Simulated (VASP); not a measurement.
The system is C.

```
C
1.0
     0.00000    1.77745    1.77745
     1.77745    0.00000    1.77745
     1.77745    1.77745    0.00000
C
2
Direct
  0.50000 0.50000 0.50000
  0.75000 0.75000 0.75000
```

This isn't the form of C at room conditions, which is graphite.

Base run:

```yaml
Program: VASP 6.6.1
Functional: PBEsol
Potentials_or_basis: VASP PAW PBE potentials, release 64 (C)
Cutoff: 700 eV
k_mesh: 12 × 12 × 12
Occupations: gaussian, width 0.02 eV
Spin: no spin polarisation
```

Its results: band gap on the k mesh 4.06 eV, indirect (least direct gap 5.57 eV); pressure -0.2 GPa.

Task: After a change of settings the same cell gave: band gap on the k mesh 4.03 eV, indirect (least direct gap 5.57 eV); pressure 0.7 GPa. Which change was it?
A. functional from PBEsol to r2SCAN; cutoff from 700 eV to 520 eV
B. potentials or basis from VASP PAW PBE potentials, release 64 (C) to VASP PAW PBE potentials, release 64 (C_h); cutoff from 700 eV to 900 eV
C. cutoff from 700 eV to 520 eV; k mesh from 12 × 12 × 12 to 16 × 16 × 16

Result: C.

Caveats: the PAW data sets were made with another functional, which shifts forces and pressure a little.

Not every run made on this cell is shown here.
